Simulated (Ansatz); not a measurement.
Guessed and relaxed cells of Ca

The cell of Ca is invented: 4-, 6-connected net of one element, guests in its cages (P4/mmm, No. 123) (guest Ca). The dimensions are guesses.

start.cif

```cif
data_structure
_symmetry_space_group_name_H-M 'P4/mmm'
_symmetry_Int_Tables_number 123
_cell_length_a 7.2439
_cell_length_b 7.2439
_cell_length_c 3.3841
_cell_angle_alpha 90.000
_cell_angle_beta 90.000
_cell_angle_gamma 90.000
_cell_volume 177.58
loop_
_atom_site_label
_atom_site_type_symbol
_atom_site_symmetry_multiplicity
_atom_site_Wyckoff_symbol
_atom_site_fract_x
_atom_site_fract_y
_atom_site_fract_z
_atom_site_occupancy
Ca1 Ca 1 a 0.00000 0.00000 0.00000 1
Ca2 Ca 2 f 0.00000 0.50000 0.00000 1
Ca3 Ca 1 d 0.50000 0.50000 0.50000 1
```

Theory: DFT PBE, scalar-relativistic, plane waves, PAW in Ansatz. Cutoff 420 eV, Gaussian smearing, Γ-centred meshes. Cell and atoms relax on a converged mesh. In metals the finer mesh still leaves noise of several meV/atom or more. The steps can't lower the symmetry of their start. No spin polarisation.

end.cif

```cif
data_structure
_symmetry_space_group_name_H-M 'P4/mmm'
_symmetry_Int_Tables_number 123
_cell_length_a 6.8114
_cell_length_b 6.8114
_cell_length_c 3.6851
_cell_angle_alpha 90.000
_cell_angle_beta 90.000
_cell_angle_gamma 90.000
_cell_volume 170.97
loop_
_atom_site_label
_atom_site_type_symbol
_atom_site_symmetry_multiplicity
_atom_site_Wyckoff_symbol
_atom_site_fract_x
_atom_site_fract_y
_atom_site_fract_z
_atom_site_occupancy
Ca1 Ca 1 a 0.00000 0.00000 0.00000 1
Ca2 Ca 2 f 0.00000 0.50000 0.00000 1
Ca3 Ca 1 d 0.50000 0.50000 0.50000 1
```

The symmetry stays P4/mmm (No. 123). The volume per atom shrinks by 3.7 %, from 44.4 to 42.7 Å³. The shortest distance goes from 3.38 Å (Ca–Ca) to 3.41 Å (Ca–Ca). The ratio c/a of the conventional cell changes by a factor of 1.16.

| Item | Value |
| --- | --- |
| Volume per atom | 42.74 Å³ |
| Density | 1.56 g/cm³ |
| Energy over the standard state | +0.25 eV/atom |
| Gap on the 8×8×12 mesh of the 4-atom cell | 0 eV (a metal) |

Energies count from the standard state of Ca at the same level. It lies above the standard state, so it could only be metastable.

The last run used Gaussian smearing of 0.10 eV. A structure relaxed within its symmetry needn't be a true minimum. In all, the 3 runs took 2.9 min on 1 thread of Arm Neoverse V1, with other jobs on the host.
